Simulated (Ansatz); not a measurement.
A crystal relaxed with r2SCAN in Ansatz 0.2.0 has space group P6_3/mmc (No. 194) and a = 3.645 Å, c = 6.147 Å.

| atom | site | x | y | z |
| --- | --- | --- | --- | --- |
| Mg | 2a | 0.0000 | 0.0000 | 0.0000 |
| Xx | 2c | 0.3333 | 0.6667 | 0.2500 |

With r2SCAN the valence top lies at Γ and the conduction bottom at K, 4.07 eV higher; the smallest vertical gap, at Γ, is 4.44 eV. HSE06 gives an indirect gap of 4.46 eV, from Γ to K; the least direct gap is 4.65 eV at Γ. With PBE the valence top lies at Γ and the conduction bottom at K, 3.42 eV higher; the smallest vertical gap, at Γ, is 3.54 eV. Meshes: r2SCAN 12×12×4, HSE06 6×6×4, PBE 12×12×4. r2SCAN's ε∞ is 4.9 along all three axes, to this precision.

**Question.** Which element is Xx?
A. Se
B. S
C. O
D. Te

**Answer.** B. Xx is S: MgS in the NiAs structure. Mg has 6 S at 2.61 Å; S has 6 Mg at 2.61 Å.

All values are calculated for a non-magnetic cell, which may be hypothetical.

The meshes of the hybrids are coarse, so their gaps aren't converged to the digits shown.
